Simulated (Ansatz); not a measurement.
FeO (Wuestite):

```xyz
2
Lattice="0.0000 2.1554 2.1554 2.1554 0.0000 2.1554 2.1554 2.1554 0.0000" Properties=species:S:1:pos:R:3 pbc="T T T"
Fe    0.0000    0.0000    0.0000
O     2.1554    2.1554    2.1554
```

* Program: Ansatz 0.2.0
* Task: single point
* Functional: PBE
* Potentials or basis: Ansatz PAW
* Cutoff: 420 eV (not typed: the program's choice for these potentials)
* k mesh: 11 × 11 × 11
* Occupations: fermi-dirac, width 0.05 eV
* Spin: collinear spin, ferromagnetic start
* Starting moments: [3.0, 0.0] μB

On this cell: pressure -0.2 GPa; largest force zero by symmetry; net moment 4.00 μB per cell; site moments Fe +3.45; O +0.32 μB; band gap on the k mesh none (metal or under the smearing width).

The same run follows on a disturbed copy (atoms moved at random, drawn with an rms of 0.05 Å):

```xyz
2
Lattice="0.0000 2.1554 2.1554 2.1554 0.0000 2.1554 2.1554 2.1554 0.0000" Properties=species:S:1:pos:R:3 pbc="T T T"
Fe    0.0449    0.0680    0.0221
O     2.1631    2.1655    2.2137
```

Task: What changes?

Result: The energy (extrapolated to zero smearing) moves by +4.4 meV/atom; pressure 0.3 GPa; largest force 0.229 eV/Å; net moment 4.00 μB per cell; site moments Fe +3.41; O +0.32 μB; band gap on the k mesh none (metal or under the smearing width).

Forces in eV/Å, atoms in the order of the input:
```
Fe  -0.108 -0.172  0.105
O    0.108  0.172 -0.105
```

Stress tensor (GPa, compression positive):
```
 0.11 -0.16  0.10
-0.16  0.64  0.15
 0.10  0.15  0.09
```

Caveats: a cell with one magnetic atom can't hold antiferromagnetic order, which such compounds often take; semilocal functionals often make such compounds metallic where correlation or magnetic order opens a gap, which also shifts bond lengths.
